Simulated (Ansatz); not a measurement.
## Formation energy and levels of the substitutional impurity Sb_C in SiC (F-43m)

Charge states of Sb_C in SiC (F-43m), set against the band edges. Model: a cell of 54 host atoms with 1 C taken out and 1 Sb put in.

Calculated with Ansatz 0.2.0; place-levels on r2SCAN runs: charge-transition levels and formation energies with image-charge correction and potential alignment at the atomic sites.

The experiments to compare with:

“Insight into the structural, elastic and electronic properties of a new orthorhombic 6O-SiC polytype” (2020, pmc:7200658) quotes from earlier work for SiC, cubic 3C zincblende (literature value): band gap (indirect gap) 2.4 eV [literature value; measurement temperature and method not stated].

This is a report of a sequence of runs, with most program output left out.

### Step 1. The structure

The cell holds 54 atoms: 27 Si, 26 C and 1 Sb. Cell: a = 9.242 Å, b = 9.242 Å, c = 9.242 Å, α = 60.0°, β = 60.0°, γ = 60.0°. It derives from SiC (space group F-43m). Nearest the centre at fractional (0.417, 0.417, 0.417): Sb28 at 0.00 Å, Si29 at 1.89 Å, Si45 at 1.89 Å, Si33 at 1.89 Å, Si27 at 1.89 Å, C46 at 3.08 Å, C34 at 3.08 Å, C30 at 3.08 Å.

Coordinates:

```xyz
54
Lattice="0.0000 6.5348 6.5348 6.5348 0.0000 6.5348 6.5348 6.5348 0.0000" Properties=species:S:1:pos:R:3 pbc="T T T"
Si    0.0000    0.0000    0.0000
C     1.0891    1.0891    1.0891
Si    2.1783    2.1783    0.0000
C     3.2674    3.2674    1.0891
Si    4.3566    4.3566    0.0000
C     5.4457    5.4457    1.0891
Si    2.1783    0.0000    2.1783
C     3.2674    1.0891    3.2674
Si    4.3566    2.1783    2.1783
C     5.4457    3.2674    3.2674
Si    6.5348    4.3566    2.1783
C     7.6240    5.4457    3.2674
Si    4.3566    0.0000    4.3566
C     5.4457    1.0891    5.4457
Si    6.5348    2.1783    4.3566
C     7.6240    3.2674    5.4457
Si    8.7131    4.3566    4.3566
C     9.8023    5.4457    5.4457
Si    0.0000    2.1783    2.1783
C     1.0891    3.2674    3.2674
Si    2.1783    4.3566    2.1783
C     3.2674    5.4457    3.2674
Si    4.3566    6.5348    2.1783
C     5.4457    7.6240    3.2674
Si    2.1783    2.1783    4.3566
C     3.2674    3.2674    5.4457
Si    4.3566    4.3566    4.3566
Sb    5.4457    5.4457    5.4457
Si    6.5348    6.5348    4.3566
C     7.6240    7.6240    5.4457
Si    4.3566    2.1783    6.5348
C     5.4457    3.2674    7.6240
Si    6.5348    4.3566    6.5348
C     7.6240    5.4457    7.6240
Si    8.7131    6.5348    6.5348
C     9.8023    7.6240    7.6240
Si    0.0000    4.3566    4.3566
C     1.0891    5.4457    5.4457
Si    2.1783    6.5348    4.3566
C     3.2674    7.6240    5.4457
Si    4.3566    8.7131    4.3566
C     5.4457    9.8023    5.4457
Si    2.1783    4.3566    6.5348
C     3.2674    5.4457    7.6240
Si    4.3566    6.5348    6.5348
C     5.4457    7.6240    7.6240
Si    6.5348    8.7131    6.5348
C     7.6240    9.8023    7.6240
Si    4.3566    4.3566    8.7131
C     5.4457    5.4457    9.8023
Si    6.5348    6.5348    8.7131
C     7.6240    7.6240    9.8023
Si    8.7131    8.7131    8.7131
C     9.8023    9.8023    9.8023
```

Screening for the image-charge correction: ε∞ = 7.01, ε0 = 10.34, computed on the host (DFPT, PBEsol, on the LDA cell), and a cell off the functional's own equilibrium shifts the ionic part.

The cell's shortest repeat is 9.2 Å.

### Step 2. What was run first

A transition level is the Fermi level at which two charge states cost the same, so each charge needs its own total energy, at its own relaxed structure.

Random displacements of about 0.05 Å break the site symmetry at the start, so that the relaxation can reach a distorted minimum if there is one. Forces are taken on a 2×2×2 shifted mesh. The cell holds 1 electron more than the neutral one, with a uniform background that keeps it neutral on the whole.

The sampling was tested on the host first: at the k-points planned (1x1x1 shifted 0.25 0.25 0.25) its energy lies 0.119 eV an atom from the dense-mesh value, so the final energies take a denser sampling.

One of the inputs; charge, spin and start change from state to state.

The input, qm1.relax/input.yaml:

```yaml
crystal:
  lattice:
    - [0.0, 2.17828075, 2.17828075]
    - [2.17828075, 0.0, 2.17828075]
    - [2.17828075, 2.17828075, 0.0]
  atoms:
    - { symbol: Si, position: [0.0, 0.0, 0.0] }
    - { symbol: C, position: [0.25, 0.25, 0.25] }
  supercell: [3, 3, 3]
  defects: [{ substitution: { at: 27, symbol: Sb } }]
total_charge: -1
basis:
  ecutwfc: 500
  xc_grid: 2
hamiltonian:
  xc: r2scan
kpoints:
  mp_grid: { grid: [2, 2, 2], shift: [0.5, 0.5, 0.5] }
scf:
  occupations: { method: fixed }
  max_iter: 80
output:
  forces: true
  charged_corrections: { epsilon: 7.01, static_epsilon: 10.34 }
relax:
  f_tol: 0.02
  max_steps: 80
  random_displacement: { amplitude: 0.05, seed: 2903 }
checkpoint:
  write: "../qm1.relax.run"
  compress: false
  write_wavefunctions: true
  write_every: 100000
```

Run with:

```console
$ ansatz run input.yaml --threads 4 --pin off --max-ram 7536MiB --backend cpu --events-out ev --progress --plain --runs-dir out
```

The run of this state that the levels use, under r2SCAN:

The input, qm1.point/input.yaml:

```yaml
crystal:
  checkpoint: "../qm1.relax.run"
  host: checkpoint
total_charge: -1
basis:
  ecutwfc: 500
  xc_grid: 2
hamiltonian:
  xc: r2scan
kpoints:
  mp_grid: { grid: [2, 2, 2], shift: [0.5, 0.5, 0.5] }
scf:
  occupations: { method: fixed }
  max_iter: 80
output:
  forces: true
  eigenvalues: true
  charged_corrections:
    epsilon: 7.01
    static_epsilon: 10.34
    defect_position: [0.416667, 0.416667, 0.416667]
  eigenstates: { localisation: true }
  populations: true
  band_densities: [{ bands: [v1, v1] }, { bands: [c1, c1] }]
  write_density: true
  write_potential: true
  volumetric_format: npy
checkpoint:
  read: "../qm1.relax.run"
  write: "../qm1.point.run"
  compress: false
  write_wavefunctions: false
  write_every: 100000
```

Relaxations under r2SCAN at a 2×2×2 shifted mesh; times on 4 threads of Arm Neoverse V1, shared host:

```csv
charge,moment (μB),occupations,outcome,steps,largest displacement against the far atoms (Å),time
−1,0,fixed,converged,7,0.45,2.9 min
0,1,fixed,converged,8,0.42,8.3 min
+1,0,fixed,converged,6,0.39,2.4 min
−1,2,fixed,converged,7,0.51,7.9 min
```

Single points under r2SCAN at a 2×2×2 shifted mesh; times on 4 threads of Arm Neoverse V1, shared host:

```csv
charge,moment (μB),occupations,outcome,time
−1,0,fixed,converged,26 s
0,1,fixed,converged,60 s
+1,0,fixed,converged,26 s
−1,2,fixed,converged,54 s
```

Distances (Å) from Sb28 to the nearest atoms after relaxation with r2SCAN:

```csv
charge,moment (μB),1.,2.,3.,4.,5.,6.
−1,0,Si 2.29,Si 2.29,Si 2.29,Si 2.30,C 3.12,C 3.12
−1,2,Si 2.29,Si 2.29,Si 2.30,Si 2.32,C 3.08,C 3.09
0,1,Si 2.28,Si 2.28,Si 2.28,Si 2.29,C 3.13,C 3.13
+1,0,Si 2.27,Si 2.27,Si 2.27,Si 2.27,C 3.14,C 3.14
```

### Step 3. Levels against the band edges, r2SCAN

A charged cell interacts with its images and the background, and its potential has another zero than the host's. place-levels removes the first by a point-charge model, screened by the static dielectric constant since the ions have relaxed around the charge, and the second by comparing potentials at atoms far from the defect.

The host is a run of the defect-free crystal in the same cutoffs, grids and k-points, so that basis and sampling errors cancel in part in the differences. The host is run in a cell of 2 atoms on a matching mesh. Its band edges are searched through the zone by a band path, so the gap is smaller than, or equal to, that on the mesh. Chemical potentials are energies per atom of C (diamond) and Sb (A7 rhombohedral), run with the same functional and cutoff. Carbon is taken as diamond, which semilocal functionals can put about 0.1 eV an atom over graphite.

The input, levels.point.yaml:

```yaml
host:
  run: host.point.run
states: [qm1.point.run, q0_M1.point.run, qp1.point.run, qm1_M2.point.run]
geometry_from:
  qm1.point.run: qm1.relax.run
  q0_M1.point.run: q0_M1.relax.run
  qp1.point.run: qp1.relax.run
  qm1_M2.point.run: qm1_M2.relax.run
  host.point.run: host.relax.run
chemical_potentials:
  C:
    energy: -251.555749
    dataset: <sha256 of the dataset>
  Sb:
    energy: -6499.126776
    dataset: "<sha256 of the dataset>"
epsilon: 7.01
static_epsilon: 10.34
vertical:
  - { from: qm1.point.run, to: qm1.point_neutral.run }
  - { from: qp1.point.run, to: qp1.point_neutral.run }
  - { from: qm1_M2.point.run, to: qm1_M2.point_neutral.run }
```

Run with:

```console
$ ansatz place-levels levels.point.yaml -- --threads 4 --pin off --max-ram 7536MiB
```

Run time: 0.44 s. Hardware: 4 threads of Arm Neoverse V1, shared host.

Levels between the charges placed, in eV above the valence top:

```csv
,gap (eV),(+1/0),(0/−1)
r2SCAN,1.71,1.81,1.78
```

Corrections by state:

```csv
charge,moment (μB),image terms and alignment (eV),band filling (eV),ε used,"over the lowest of its charge, as the program ranks them, band filling apart (eV)"
+1,0.0,0.732,-,10.34,0.000
0,1.0,0.000,-0.029,-,0.000
−1,0.0,-0.366,-0.482,10.34,0.000
−1,2.0,-0.370,-,10.34,0.699
```

The charged structures listed were also run neutral, and place-levels reads from each pair, by the potential or the spins, how wide the charge is by which they differ; that can be the carrier of either run.

```csv
charge,rms radius (Å),spread where it is widest against the cell (Å),wide from (Å),reading
+1,4.3,2.51,1.31,wide
−1,4.5,2.60,1.31,wide
```

The neutral runs of these pairs need not share the spin of the lowest neutral state, and very wide values only mean spread over the cell.

From the program's caveats on the states, each cut to its opening words:

- charge +1: it parts from the run at its places by a charge that spreads by about 2.5 Å along one vector (1.3 Å or more is wide), by its potential at epsilon 7.01, taken [...]
- charge +1: its alignment with the host at atomic sites is doubtful: the mean over the far sites moves by +0.1035 eV from their farther parts to their nearer, more than [...]
- charge 0 (1 μB): a band-filling correction moves a carrier to the host's band edge, which changes its energy by -0.029 eV
- charge 0 (1 μB): its alignment with the host at atomic sites is doubtful: the mean over the far sites moves by +0.0998 eV from their farther parts to their nearer, more than [...]
- charge 0 (1 μB), −1 (2 μB): flagged: stability check not made
- charge −1: it parts from the run at its places by a charge that spreads by about 2.6 Å along one vector (1.3 Å or more is wide), by its potential at epsilon 7.01, taken [...]
- charge −1: a band-filling correction moves a carrier to the host's band edge, which changes its energy by -0.482 eV
- charge −1: its alignment with the host at atomic sites is doubtful: the mean over the far sites moves by +0.0921 eV from their farther parts to their nearer, more than [...]
- charge −1 (2 μB): it parts from the run at its places by a charge that spreads by about 2.1 Å along one vector (1.3 Å or more is wide), by its potential at epsilon 7.01, taken [...]
- charge −1 (2 μB): its alignment with the host at atomic sites is doubtful: the mean over the far sites moves by +0.1618 eV from their farther parts to their nearer, more than [...]
- charge −1 (2 μB): its moments are held at its close (magnetization.spin_locking), by a field of 0.338 eV a Bohr magneton, and its energy and levels are of the state that this [...]
- charge −1 (2 μB): filled levels lie above empty ones at the fixed electron count

Formation energies (eV), elemental references (Δμ(C) = 0.00 eV, Δμ(Sb) = 0.00 eV):

```csv
charge,Fermi level at the valence top,at the conduction bottom
+1,6.89,8.61
0,8.70,8.70
−1,10.48,8.77
```

### Step 4. Another choice

The levels are placed again with one choice changed, to see how much they rest on it.

levels.try1.yaml is levels.point.yaml with these lines changed:

```diff
-epsilon: 7.01
-static_epsilon: 10.34
+epsilon: 1.0001
+static_epsilon: 1.0001
```

Run with:

```console
$ ansatz place-levels levels.try1.yaml -- --threads 4 --pin off --max-ram 7536MiB
```

The change: no screening of the image charge.

Levels in eV above the valence top; the changed ones are not the defect's:

```csv
,gap (eV),(+1/0),(0/−1)
changed,1.71,0.31,1.81
as set up,1.71,1.81,1.78
```

The largest shift is 1.50 eV, band-filling terms included.

### Step 5. What came out

```yaml
gap_of_the_host: 1.71 eV (r2SCAN)
level_plus_1_over_0: 1.81 eV above the valence top, past the conduction bottom, not a change between lowest states (1.84 eV above the valence top without the band-filling term)
level_0_minus_1: 1.78 eV above the valence top, past the conduction bottom, not a change between lowest states (2.23 eV above the valence top without the band-filling term)
lowest_of_the_charges_placed_just_above_the_valence_top_0p02_ev: +1
lowest_of_the_charges_placed_just_below_the_conduction_bottom_0p02_ev: +1
lowest_formation_energy_at_mid_gap_of_the_charges_run_elemental_references: 7.75 eV
```

What this shows: Of the charges placed (−1, 0 and +1), +1 is the lowest from 0.02 eV above the valence top to 0.02 eV below the conduction bottom, a gap of 1.71 eV. Charges above +1 were not placed, so these runs say nothing of levels that involve them. States placed: +1 at 0 μB; 0 at 1 μB; −1 at 0 μB and 2 μB. Other spin states or structures, where not listed, weren't placed. The program finds carriers beyond a band edge of the host and adds a band-filling term at charge −1 (-0.48 eV) and 0 (-0.03 eV); steps to such a charge show no bound level, and a defect level inside a band would be read the same way. Sb is taken at its element; compounds, which aren't counted here, bound the chemical potentials and would shift these formation energies. The program doubts the alignment of potentials for at least one state, a sign that the cell is small. Limits: r2SCAN makes the gap too small and tends to spread out bound carriers; spin–orbit coupling, which can matter with heavy atoms, is left out.

Computed beside measured:

| quantity | measured | r2SCAN |
| --- | --- | --- |
| band gap (least gap of the host) (eV) | 2.4 | 1.71 (-0.69 eV) |

Measured values from pmc:7200658 (2020).

**Verdict.** The band gap is off by -0.69 eV: a clear miss. Local and semilocal functionals usually give gaps below the measured ones. Zero-point and thermal motion shift the measured gap.

[Logs are printed without paths, hosts, clocks, repeated set-up lines and the standing remarks that a program may print on its own settings, such as how far it seeks lower states.]

[Hosts, paths, dates, database ids (printed as entryN), source tags and the programs' standing remarks are cut or masked in the printed files.]

[Where a table of states has a column of steps, it counts the stored structures, which are thinned; the runs took as many ionic steps or more.]

[A defect's name tells the site on which it was built; relaxed atoms can leave that site.]

[For some hosts the program warned that the k-mesh of the response run may be too coarse for force constants and the static dielectric constant; such warnings are not shown here.]
